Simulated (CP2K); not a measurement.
# CdSe (Fm-3m) in CP2K: equation of state

How stiff is CdSe in PBE, and what volume does it want? The cell is scaled to several volumes.

Program: CP2K 2026.2. These are calculated values, not measurements. Logs are shortened: lines on timing, memory, paths and dates and some standing lists are left out, and cuts for length are marked.

**1. Starting point**

Symmetry: Fm-3m, No. 225, cubic system. Conventional cell: a = 5.748 Å, b = 5.748 Å, c = 5.748 Å, α = 90.00°, β = 90.00°, γ = 90.00°. Around Cd (site symmetry m-3m) lie 6 Se at 2.87 Å. Se (site symmetry m-3m) has 6 Cd at 2.87 Å as nearest neighbours.

Measurements of this composition are mostly on another form, of space group No. 186.

**2. Single point, PBE, 23.74 Å³/atom**

The input, cdse_eos.inp:

```
&GLOBAL
  PROJECT cdse_eos
  RUN_TYPE ENERGY_FORCE
  PRINT_LEVEL LOW
&END GLOBAL
&FORCE_EVAL
  METHOD QS
  STRESS_TENSOR ANALYTICAL
  &DFT
    BASIS_SET_FILE_NAME BASIS_MOLOPT_UZH
    POTENTIAL_FILE_NAME POTENTIAL_UZH
    &MGRID
      CUTOFF 450
      REL_CUTOFF 60
      NGRIDS 5
    &END MGRID
    &QS
      METHOD GPW
      EPS_DEFAULT 1.0E-10
    &END QS
    &KPOINTS
      SCHEME MONKHORST-PACK 8 8 8
      GAMMA_CENTERED T
      SYMMETRY T
      SYMMETRY_BACKEND SPGLIB
    &END KPOINTS
    &SCF
      SCF_GUESS ATOMIC
      EPS_SCF 1.0E-6
      MAX_SCF 100
      ADDED_MOS 10
      CHOLESKY OFF
      EPS_EIGVAL 1.0E-7
      &DIAGONALIZATION ON
        ALGORITHM STANDARD
      &END DIAGONALIZATION
      &MIXING ON
        METHOD BROYDEN_MIXING
        ALPHA 0.4
        BETA 1.5
        NBUFFER 8
      &END MIXING
      &SMEAR ON
        METHOD FERMI_DIRAC
        ELECTRONIC_TEMPERATURE 580.23
      &END SMEAR
    &END SCF
    &XC
      &XC_FUNCTIONAL
        &GGA_X_PBE
        &END GGA_X_PBE
        &GGA_C_PBE
        &END GGA_C_PBE
      &END XC_FUNCTIONAL
    &END XC
    &PRINT
      &KPOINTS ON
      &END KPOINTS
      &MULLIKEN ON
      &END MULLIKEN
      &MO ON
        ENERGIES T
        OCCUPATION_NUMBERS T
        &EACH
          QS_SCF 0
        &END EACH
        ADD_LAST NUMERIC
      &END MO
    &END PRINT
  &END DFT
  &SUBSYS
    &CELL
      ABC 4.0643903813 4.0643903813 4.0643903813
      ALPHA_BETA_GAMMA 60.0000000001 60.0000000008 60.0000000006
      PERIODIC XYZ
    &END CELL
    &COORD
      SCALED
      Cd  0.0000000000 0.0000000000 0.0000000000
      Se  0.5000000000 0.5000000000 0.5000000000
    &END COORD
    &KIND Cd
      BASIS_SET TZVP-MOLOPT-PBE-GTH-q12
      POTENTIAL GTH-PBE-q12
    &END KIND
    &KIND Se
      BASIS_SET TZVP-MOLOPT-PBE-GTH-q6
      POTENTIAL GTH-PBE-q6
    &END KIND
    &PRINT
      &ATOMIC_COORDINATES ON
      &END ATOMIC_COORDINATES
      &CELL ON
      &END CELL
    &END PRINT
  &END SUBSYS
  &PRINT
    &FORCES ON
    &END FORCES
    &STRESS_TENSOR ON
    &END STRESS_TENSOR
  &END PRINT
&END FORCE_EVAL
```

Potentials or basis: POTENTIAL_UZH Cd GTH-PBE-q12, Se GTH-PBE-q6; TZVP-MOLOPT-PBE-GTH basis.

Run with:

```sh
OMP_NUM_THREADS=1 cp2k.psmp -i cdse_eos.inp -o cdse_eos.out
```

cdse_eos.out:

```text

 CP2K| version string:                                       CP2K version 2026.2
 CP2K| Input file name                                              cdse_eos.inp

 GLOBAL| Force Environment number                                              1
 GLOBAL| Basis set file name                                    BASIS_MOLOPT_UZH
 GLOBAL| Potential file name                                       POTENTIAL_UZH
 GLOBAL| MM Potential file name                                     MM_POTENTIAL
 GLOBAL| Coordinate file name                                      __STD_INPUT__
 GLOBAL| Method name                                                        CP2K
 GLOBAL| Project name                                                   cdse_eos
 GLOBAL| Run type                                                   ENERGY_FORCE
 GLOBAL| FFT library                                                       FFTW3
[... 6 lines left out ...]
 GLOBAL| Total number of message passing processes                             1
 GLOBAL| Number of threads for this process                                    1
 GLOBAL| CPU model name                                                  UNKNOWN

 CELL| Volume [angstrom^3]:                                            47.475686
 CELL| Vector a [angstrom]:       4.064     0.000     0.000   |a| =     4.064390
 CELL| Vector b [angstrom]:       2.032     3.520     0.000   |b| =     4.064390
 CELL| Vector c [angstrom]:       2.032     1.173     3.319   |c| =     4.064390
 CELL| Angle (b,c), alpha [degree]:                                    60.000000
 CELL| Angle (a,c), beta  [degree]:                                    60.000000
 CELL| Angle (a,b), gamma [degree]:                                    60.000000
 CELL| Numerically orthorhombic:                                              NO
 CELL| Periodicity                                                           XYZ

 CELL_REF| Volume [angstrom^3]:                                        47.475686
 CELL_REF| Vector a [angstrom     4.064     0.000     0.000   |a| =     4.064390
 CELL_REF| Vector b [angstrom     2.032     3.520     0.000   |b| =     4.064390
 CELL_REF| Vector c [angstrom     2.032     1.173     3.319   |c| =     4.064390
 CELL_REF| Angle (b,c), alpha [degree]:                                60.000000
 CELL_REF| Angle (a,c), beta  [degree]:                                60.000000
 CELL_REF| Angle (a,b), gamma [degree]:                                60.000000
 CELL_REF| Numerically orthorhombic:                                          NO
 CELL_REF| Periodicity                                                       XYZ
[... 9 lines left out ...]
 TOTAL NUMBERS AND MAXIMUM NUMBERS

  Total number of            - Atomic kinds:                                   2
                             - Atoms:                                          2
                             - Shell sets:                                     2
                             - Shells:                                        17
                             - Primitive Cartesian functions:                  9
                             - Cartesian basis functions:                     58
                             - Spherical basis functions:                     51

  Maximum angular momentum of- Orbital basis functions:                        3
                             - Local part of the GTH pseudopotential:          0
                             - Non-local part of the GTH pseudopotential:      4

 MODULE QUICKSTEP: ATOMIC COORDINATES IN ANGSTROM

   Atom Kind Element         X             Y             Z       Z(eff)     Mass
      1    1 Cd   48      0.000000      0.000000      0.000000  12.0000 112.4110
      2    2 Se   34      4.064390      2.346577      1.659280   6.0000  78.9600

 SCF PARAMETERS         Density guess:                                    ATOMIC
[... 9 lines left out ...]
                        --------------------------------------------------------
                        level_shift [a.u.]:                             0.000000
                        added MOs                                        10    0
                        --------------------------------------------------------
                        Mixing method:                            BROYDEN_MIXING
                                                charge density mixing in g-space
                        --------------------------------------------------------
                        Smear method:                                FERMI_DIRAC
                        Electronic temperature [K]:                        580.2
                        Electronic temperature [a.u.]:                  1.84E-03
                        Accuracy threshold:                             1.00E-10
                        --------------------------------------------------------
                        No outer SCF

 *******************************************************************************
                                    Kpoints
 *******************************************************************************
 BRILLOUIN| K-point scheme                                        Monkhorst-Pack
 BRILLOUIN| K-Point grid                                             8    8    8
 BRILLOUIN| Gamma-centered k-point mesh                                     ON
 BRILLOUIN| K-point symmetry accuracy                               0.100000E-05
 BRILLOUIN| K-Point point group symmetrization                                ON
 BRILLOUIN| Symmetry backend                                             SPGLIB
 BRILLOUIN| Symmetry reduction method                                    SPGLIB
 BRILLOUIN| Wavefunction type                                            COMPLEX
 BRILLOUIN| List of Kpoints [2 Pi/Bohr]                                       29
 BRILLOUIN| Number           Weight            X              Y              Z
 BRILLOUIN|     1           0.01562       -0.37500       -0.37500       -0.37500
 BRILLOUIN|     2           0.04688       -0.37500       -0.37500       -0.25000
 BRILLOUIN|     3           0.04688       -0.37500       -0.37500       -0.12500
 BRILLOUIN|     4           0.01172       -0.37500       -0.37500        0.00000
 BRILLOUIN|     5           0.04688       -0.37500       -0.37500        0.12500
 BRILLOUIN|     6           0.02344       -0.37500       -0.37500        0.25000
[... 21 lines left out ...]
 BRILLOUIN|    28           0.00781        0.00000        0.00000        0.50000
 BRILLOUIN|    29           0.00586        0.00000        0.50000        0.50000
 *******************************************************************************

 Extrapolation method: initial_guess

 Number of electrons:                                                         18
 Number of occupied orbitals:                                                  9
 Number of molecular orbitals:                                                19

 Number of orbital functions:                                                 51
 Number of independent orbital functions:                                     51

 SCF WAVEFUNCTION OPTIMIZATION

  Step     Update method      Time    Convergence         Total energy    Change
  ------------------------------------------------------------------------------
     1 NoMix/Diag. 0.40E+00    3.3     1.42902027       -55.6119233784 -5.56E+01
     2 Broy./Diag. 0.40E+00    3.1     0.06923721       -55.4582545681  1.54E-01
     3 Broy./Diag. 0.40E+00    3.1     0.17297105       -55.5404515494 -8.22E-02
     4 Broy./Diag. 0.40E+00    3.1     0.02778382       -55.5731611067 -3.27E-02
     5 Broy./Diag. 0.40E+00    3.1     0.00382893       -55.5612745450  1.19E-02
     6 Broy./Diag. 0.40E+00    3.1     0.00357125       -55.5415748175  1.97E-02
     7 Broy./Diag. 0.40E+00    3.2     0.00058725       -55.5328213633  8.75E-03
     8 Broy./Diag. 0.40E+00    3.1     0.00051216       -55.5328848014 -6.34E-05
     9 Broy./Diag. 0.40E+00    3.3     0.00013865       -55.5337525127 -8.68E-04
    10 Broy./Diag. 0.40E+00    3.2     0.00003997       -55.5336108418  1.42E-04
    11 Broy./Diag. 0.40E+00    3.1     0.00000936       -55.5335801515  3.07E-05
    12 Broy./Diag. 0.40E+00    3.2     0.00000094       -55.5335871919 -7.04E-06

  *** SCF run converged in    12 steps ***

  Electronic density on regular grids:        -17.9999999984        0.0000000016
  Core density on regular grids:               17.9999999975       -0.0000000025
  Total charge density on r-space grids:       -0.0000000008
  Total charge density g-space grids:          -0.0000000008

  Overlap energy of the core charge distribution:               0.00000000003628
  Self energy of the core charge distribution:                -93.75293752140084
  Core Hamiltonian energy:                                     28.60437576558112
  Hartree energy:                                              18.32554918374807
  Exchange-correlation energy:                                 -8.71047237977704
  Electronic entropic energy:                                  -0.00010223994658
  Fermi energy:                                                 0.17851045834216

  Total energy:                                               -55.53358719188282
  Total energy (extrapolated to T->0):                        -55.53353607190953

 MO| EIGENVALUES AND OCCUPATION NUMBERS FOR K POINT 1
 MO|
 MO|  Index      Eigenvalue [a.u.]        Eigenvalue [eV]             Occupation
 MO|      1              -0.271059              -7.375903               2.000000
 MO|      2              -0.124312              -3.382712               2.000000
 MO|      3              -0.124312              -3.382711               2.000000
 MO|      4              -0.120479              -3.278414               2.000000
 MO|      5              -0.112504              -3.061403               2.000000
 MO|      6              -0.112504              -3.061403               2.000000
[... 11 lines left out ...]
 MO|     18               0.855193              23.270980               0.000000
 MO|     19               0.855193              23.270992               0.000000
 MO| Sum:                                                              17.964246
 MO| E(Fermi):            0.178510 a.u.          4.857517 eV
[... 306 lines left out ...]
 MO|
 MO|  Index      Eigenvalue [a.u.]        Eigenvalue [eV]             Occupation
 MO|      1              -0.269136              -7.323554               2.000000
 MO|      2              -0.122328              -3.328706               2.000000
 MO|      3              -0.119554              -3.253232               2.000000
 MO|      4              -0.118050              -3.212303               2.000000
 MO|      5              -0.112265              -3.054884               2.000000
 MO|      6              -0.110209              -2.998944               2.000000
[... 11 lines left out ...]
 MO|     18               0.786885              21.412218               0.000000
 MO|     19               0.881114              23.976345               0.000000
 MO| Sum:                                                              18.000000
 MO| E(Fermi):            0.178510 a.u.          4.857517 eV

 [... the levels of further k-points ...]

 !-----------------------------------------------------------------------------!
                     Mulliken Population Analysis

 #  Atom  Element  Kind  Atomic population                           Net charge
       1     Cd       1         11.725874                              0.274126
       2     Se       2          6.274126                             -0.274126
 # Total charge                             18.000000                 -0.000000

 !-----------------------------------------------------------------------------!

 ENERGY| Total FORCE_EVAL ( QS ) energy [hartree]            -55.533584996479490

 FORCES| Atomic forces [hartree/bohr]
 FORCES|   Atom     x               y               z               |f|
 FORCES|      1 -7.79789960E-15 -5.89791060E-15 -9.30976166E-16   9.82136978E-15
 FORCES|      2 -7.89228250E-14 -7.46201439E-14 -3.43528328E-14   1.13917054E-13
 FORCES| Sum    -8.67207246E-14 -8.05180545E-14 -3.52838090E-14
 FORCES| Total atomic force                                       1.23485175E-13

 STRESS| Analytical stress tensor [bar]
 STRESS|                        x                   y                   z
 STRESS|      x        1.29790796701E+03  -7.69114119192E-01  -5.44818683548E-01
 STRESS|      y       -7.69114119192E-01   1.29880876265E+03  -3.13229853851E-01
 STRESS|      z       -5.44818683548E-01  -3.13229853851E-01   1.29902165452E+03
 STRESS| 1/3 Trace                                             1.29857946139E+03
 STRESS| Determinant                                           2.18980400085E+09

 STRESS| Eigenvectors and eigenvalues of the analytical stress tensor [bar]
 STRESS|                        1                   2                   3
 STRESS| Eigenvalues   1.29724480670E+03   1.29924382811E+03   1.29924974938E+03
 STRESS|      x           0.817847642415     -0.350348153985     -0.456488121198
 STRESS|      y           0.468978914937     -0.053863081015      0.881565395106
 STRESS|      z           0.333442665447      0.935069483783     -0.120254103285
```

It took 46 s on 1 thread of Arm Neoverse N1, shared host; peak memory 0.29 GiB.

What came out:

- Free energy: -1511.1457 eV
- Pressure: 0.1 GPa
- Band gap on the k mesh: none (metal or under the smearing width)
- Mulliken charges: Cd +0.27; Se -0.27 e

Caveat: Mulliken charges move with the basis; the basis of atomic orbitals isn't converged, which shifts pressures, moduli and gaps.

**3. Single point, PBE, 23.26 Å³/atom (volume scaled by 0.98)**

Edit cdse_eos.inp of step 2 so:

```diff
@@ -11,2 +11,3 @@
     POTENTIAL_FILE_NAME POTENTIAL_UZH
+    WFN_RESTART_FILE_NAME previous-RESTART.kp
     &MGRID
@@ -27,3 +28,3 @@
     &SCF
-      SCF_GUESS ATOMIC
+      SCF_GUESS RESTART
       EPS_SCF 1.0E-6
@@ -72,4 +73,4 @@
     &CELL
-      ABC 4.0643903813 4.0643903813 4.0643903813
-      ALPHA_BETA_GAMMA 60.0000000001 60.0000000008 60.0000000006
+      ABC 4.0371117716 4.0371117715 4.0371117715
+      ALPHA_BETA_GAMMA 59.9999999998 60.0000000011 60.0000000011
       PERIODIC XYZ
```

Potentials or basis: POTENTIAL_UZH Cd GTH-PBE-q12, Se GTH-PBE-q6; TZVP-MOLOPT-PBE-GTH basis.

Run with:

```sh
OMP_NUM_THREADS=1 cp2k.psmp -i cdse_eos.inp -o cdse_eos.out
```

It took 53 s on 1 thread of Arm Neoverse N1, shared host; peak memory 0.29 GiB.

The run converged. Its results:

- Free energy: -1511.1412 eV
- Pressure: 1.4 GPa
- Band gap on the k mesh: none (metal or under the smearing width)
- Mulliken charges: Cd +0.25; Se -0.25 e

Caveat: Mulliken charges move with the basis; the basis of atomic orbitals isn't converged, which shifts pressures, moduli and gaps.

**4. Single point, PBE, 24.21 Å³/atom (volume scaled by 1.02)**

Edit cdse_eos.inp of step 3 so:

```diff
@@ -73,4 +73,4 @@
     &CELL
-      ABC 4.0371117716 4.0371117715 4.0371117715
-      ALPHA_BETA_GAMMA 59.9999999998 60.0000000011 60.0000000011
+      ABC 4.0913076583 4.0913076583 4.0913076584
+      ALPHA_BETA_GAMMA 60.0000000001 60.0000000013 60.0000000007
       PERIODIC XYZ
```

Run with:

```sh
OMP_NUM_THREADS=1 cp2k.psmp -i cdse_eos.inp -o cdse_eos.out
```

It took 49 s on 1 thread of Arm Neoverse N1, shared host; peak memory 0.29 GiB.

The run converged. Its results:

```
Free energy            : -1511.1430 eV
Pressure               : -1.0 GPa
Band gap on the k mesh : none (metal or under the smearing width)
Mulliken charges       : Cd +0.29; Se -0.29 e
```

Caveat: Mulliken charges move with the basis; the basis of atomic orbitals isn't converged, which shifts pressures, moduli and gaps.

**5. Single point, PBE, 22.79 Å³/atom (volume scaled by 0.96)**

Edit cdse_eos.inp of step 4 so:

```diff
@@ -73,4 +73,4 @@
     &CELL
-      ABC 4.0913076583 4.0913076583 4.0913076584
-      ALPHA_BETA_GAMMA 60.0000000001 60.0000000013 60.0000000007
+      ABC 4.0094594533 4.0094594533 4.0094594533
+      ALPHA_BETA_GAMMA 59.9999999997 60.0000000009 60.0000000006
       PERIODIC XYZ
```

Run with:

```sh
OMP_NUM_THREADS=1 cp2k.psmp -i cdse_eos.inp -o cdse_eos.out
```

Run time: 54 s. Hardware: 1 thread of Arm Neoverse N1, shared host; peak memory 0.29 GiB.

The run converged. Its results:

```yaml
Free_energy: -1511.1286 eV
Pressure: 2.9 GPa
Band_gap_on_the_k_mesh: none (metal or under the smearing width)
Mulliken_charges: Cd +0.23; Se -0.23 e
```

Caveat: Mulliken charges move with the basis; the basis of atomic orbitals isn't converged, which shifts pressures, moduli and gaps.

**6. Single point, PBE, 24.69 Å³/atom (volume scaled by 1.04)**

Edit cdse_eos.inp of step 5 so:

```diff
@@ -73,4 +73,4 @@
     &CELL
-      ABC 4.0094594533 4.0094594533 4.0094594533
-      ALPHA_BETA_GAMMA 59.9999999997 60.0000000009 60.0000000006
+      ABC 4.1178753356 4.1178753356 4.1178753356
+      ALPHA_BETA_GAMMA 59.9999999995 60.0000000001 60.0000000004
       PERIODIC XYZ
```

Potentials or basis: POTENTIAL_UZH Cd GTH-PBE-q12, Se GTH-PBE-q6; TZVP-MOLOPT-PBE-GTH basis.

Run with:

```sh
OMP_NUM_THREADS=1 cp2k.psmp -i cdse_eos.inp -o cdse_eos.out
```

It took 47 s on 1 thread of Arm Neoverse N1, shared host; peak memory 0.29 GiB.

It converged, with:

```yaml
Free_energy: -1511.1339 eV
Pressure: -2.0 GPa
Band_gap_on_the_k_mesh: none (metal or under the smearing width)
Mulliken_charges: Cd +0.31; Se -0.31 e
```

Caveat: Mulliken charges move with the basis; the basis of atomic orbitals isn't converged, which shifts pressures, moduli and gaps.

**7. Single point, PBE, 22.31 Å³/atom (volume scaled by 0.94)**

Edit cdse_eos.inp of step 6 so:

```diff
@@ -73,4 +73,4 @@
     &CELL
-      ABC 4.1178753356 4.1178753356 4.1178753356
-      ALPHA_BETA_GAMMA 59.9999999995 60.0000000001 60.0000000004
+      ABC 3.9814203579 3.9814203579 3.9814203579
+      ALPHA_BETA_GAMMA 60.0000000007 60.0000000009 60.0000000007
       PERIODIC XYZ
```

Run with:

```sh
OMP_NUM_THREADS=1 cp2k.psmp -i cdse_eos.inp -o cdse_eos.out
```

It took 57 s on 1 thread of Arm Neoverse N1, shared host; peak memory 0.29 GiB.

It converged, with:

```
Free energy            : -1511.1068 eV
Pressure               : 4.5 GPa
Band gap on the k mesh : none (metal or under the smearing width)
Mulliken charges       : Cd +0.20; Se -0.20 e
```

Caveat: Mulliken charges move with the basis; the basis of atomic orbitals isn't converged, which shifts pressures, moduli and gaps.

(Part 1 of 2 ends here.)
